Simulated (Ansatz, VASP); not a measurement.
# BP in two plane-wave programs, part 2 of 2

Wanted: the spread between two codes on one cell, functional and k mesh.

VASP 6.6.1 and Ansatz 0.2.0.

So far. Step 3 (Ansatz: single point, PBEsol): The run ends at a pressure of -1.94 GPa. Step 6 (Ansatz: single point, LDA, volume scaled by 0.985): The run ends at a pressure of 2.85 GPa.

**10. Ansatz: single point, LDA, volume scaled by 1.03**

Level of this step: Ansatz beside VASP: Kohn-Sham DFT, plane waves, LDA (Ansatz).

With cell and atoms fixed, the geometry can't cause a difference; cores, projectors, grids and the points listed under the comparison can. The cell compared in this pair holds 23.30 Å³, against 22.29 Å³ for the pair before.

The cell is a member of a volume series, scaled by 1.03 from a relaxed one, so a pressure remains.

input.yaml

```yaml
crystal:
  lattice:
    - [0.0, 2.26706846, 2.26706846]
    - [2.26706846, 0.0, 2.26706846]
    - [2.26706846, 2.26706846, 0.0]
  atoms:
    - { symbol: P, position: [0.75, 0.75, 0.75] }
    - { symbol: B, position: [0.0, 0.0, 0.0] }
hamiltonian:
  xc: lda
  pseudopotentials: { kind: paw }
kpoints:
  mp_grid: { grid: [8, 8, 8] }
scf:
  occupations: { method: gaussian, width: 0.03 }
  n_extra_bands: 4
output:
  forces: true
  stress: true
  eigenvalues: true
  write_density: true
  write_potential: true
  elf: true
  volumetric_format: npy
```

Launch:

```
$ ansatz run input.yaml --threads 2 --pin off --max-ram 4608MiB --backend cpu --events-out ev --progress --plain --runs-dir out
```

Numbers of over 12 decimals in the logs are rounded to 6 here.

The log of the run:

```text
[...]
Crystal: 2 atoms, lattice volume = 23.304 Å³
Basis set: ecut = 420 eV, 459 PW (Γ)
Bands: 8, of which v1, the nominal top of the filled ones, is band 4 counted from 1 (3 counted from 0)
Symmetry: 24 space group operations
[...]
k-points: 29 of 512 (time reversal used)
[...]
Free energy (F): -876.625486 eV
[...]
Internal energy: -876.625486 eV  (E = F + TS)
E sigma→0 (E₀):  -876.625486 eV
Fermi energy:    9.697636 eV
[...]
--- Stress (GPa, compression-positive) ---
       -4.810867       0.000000       0.000000
       -0.000000      -4.810867       0.000000
        0.000000       0.000000      -4.810867
  P = ⅓ Tr σ = -4.8109 GPa (-48.109 kbar)
--- Band table (eV; the first three rows and the last of 29) ---
[...]
[key lines of the parts left out:]
SCF converged after 6 iterations
```

Wall time 1.3 s (2 threads of Arm Neoverse N1, shared host); peak memory 0.24 GiB; 2 s of CPU time.

The run ends at a pressure of -4.81 GPa.

**11. VASP: single point, LDA, volume scaled by 1.03**

The same cell, functional (in two slightly different forms), mesh and smearing now go to VASP, with its own data sets and cutoff.

The input asks for a relaxation, which ended at its first step since no free force or stress exceeded the threshold; so it serves as a single point.

INCAR

```
SYSTEM = BP
PREC = Accurate
ENCUT = 500
EDIFF = 1E-07
NELM = 100
ISMEAR = 0
SIGMA = 0.03
LREAL = .FALSE.
ALGO = Normal
GGA = CA
NBANDS = 10
LORBIT = 11
LWAVE = .FALSE.
LCHARG = .FALSE.
KPAR = 4
IBRION = 2
NSW = 50
ISIF = 4
EDIFFG = -0.002
```

POSCAR

```
BP
1.0
    0.0000000000      2.2670684615      2.2670684615
    2.2670684615      0.0000000000      2.2670684615
    2.2670684615      2.2670684615      0.0000000000
P B
1 1
Direct
    0.7500000000      0.7500000000      0.7500000000
    0.0000000000      0.0000000000      0.0000000000
```

KPOINTS

```
Automatic mesh
0
Gamma
8 8 8
0 0 0
```

Potentials, in the order of the species: P and B (LDA family, release 64).

Launch:

```
$ mpirun -np 4 vasp_std
```

The log of the run:

```text
[... set-up lines as in an earlier step ...]
 entering main loop
       N       E                     dE             d eps       ncg     rms          rms(c)
DAV:   1     0.656196356734E+01    0.65620E+01   -0.39624E+03   580   0.699E+02
DAV:   2    -0.146806233528E+02   -0.21243E+02   -0.19757E+02   832   0.107E+02
DAV:   3    -0.152162954640E+02   -0.53567E+00   -0.53483E+00   712   0.157E+01
DAV:   4    -0.152184990470E+02   -0.22036E-02   -0.22032E-02   744   0.116E+00
[...]
DAV:  11    -0.143867696798E+02   -0.20000E-05   -0.52734E-06   782   0.130E-02    0.352E-02
DAV:  12    -0.143867693223E+02    0.35754E-06   -0.19491E-06   686   0.619E-03    0.686E-03
DAV:  13    -0.143867693298E+02   -0.75058E-08   -0.81096E-08   348   0.180E-03
   1 F= -.14386769E+02 E0= -.14386769E+02  d E =-.143868E+02
[...]
reached required accuracy - stopping structural energy minimisation
```

OUTCAR, selected parts (step 11):

```text
  Total       -0.7129363     -0.7129363     -0.7129363     -0.0000000     -0.0000000      0.0000000
  in kB      -49.0159490    -49.0159490    -49.0159490     -0.0000000     -0.0000000      0.0000000
  external PRESSURE =     -49.0159490 kB  Pullay stress =       0.0000000 kB

 POSITION                                       TOTAL-FORCE (eV/Angst)
 -----------------------------------------------------------------------------------
      3.40060      3.40060      3.40060        -0.000000     -0.000000     -0.000000
      0.00000      0.00000      0.00000         0.000000      0.000000      0.000000
 -----------------------------------------------------------------------------------
    total drift:                               -0.000000     -0.000000     -0.000000

  FREE ENERGIE OF THE ION-ELECTRON SYSTEM (eV)
  ---------------------------------------------------
  free  energy   TOTEN  =       -14.3867693298 eV

  energy  without entropy=      -14.3867693298  energy(sigma->0) =      -14.38676933

[... 2 parts as in an earlier step ...]

[... 2 further parts left out ...]
[key lines of the parts left out:]
E-fermi :   7.6654
```

**12. Differences**

The two programs side by side:

```tsv
quantity	Ansatz	VASP	difference
pressure (GPa)	-4.81	-4.90	+0.09
pressure without Ansatz's Pulay correction (GPa)	-4.98	-4.90	-0.08
gap on the k mesh (eV)	1.214	1.214	-0.001
```

A gap on the mesh is an upper bound, since the band edges may lie between its points. Ansatz's pressure holds a Pulay correction of 0.17 GPa; VASP's holds none.

**13. Other set-ups**

Further runs change the set-up of one program: Ansatz's method, potentials or start, or VASP's data sets, cutoff or form of LDA. The table gives Ansatz less VASP for each quantity, since a change that brings one quantity closer may part another.

```tsv
run	pressure (GPa)	gap on the k mesh (eV)
as above	0.091	-6.6e-4
Ansatz's all-electron LAPW method	0.069	8.5e-4
```

**14. Results**

| Property | Result |
| --- | --- |
| difference in gap on the k mesh (single point, PBEsol) | 0.0041 eV |
| difference in gap on the k mesh (single point, LDA, volume scaled by 0.985) | -9.8e-4 eV |
| difference in gap on the k mesh (single point, LDA, volume scaled by 1.03) | -6.6e-4 eV |

The difference in gap on the k mesh is 0.0041 eV (single point, PBEsol), within the 0.08 eV picked in this series as the mark of a large difference. Single point, PBEsol, Ansatz's all-electron LAPW method: the difference in pressure goes from -0.17 to -0.23 GPa; the difference in gap on the k mesh goes from 0.0041 to 0.0066 eV. Single point, LDA, volume scaled by 0.985, Ansatz's all-electron LAPW method: the difference in gap on the k mesh goes from -9.8e-4 to 0.0016 eV. Single point, LDA, volume scaled by 1.03, Ansatz's all-electron LAPW method: the difference in gap on the k mesh goes from -6.6e-4 to 8.5e-4 eV. 3 further runs of this series are not shown here. Such differences can come from data sets, numerical settings and the points named under the comparisons, not from the functional's error against experiment.

[Lines on the potential files, build, host, timing and source positions are cut from VASP's logs without a mark.]

[Logs are printed without paths, hosts, clocks, repeated set-up lines and the standing remarks that a program may print on its own settings, such as how far it seeks lower states.]

[Hosts, paths, dates, database ids (printed as entryN), source tags and the programs' standing remarks are cut or masked in the printed files.]
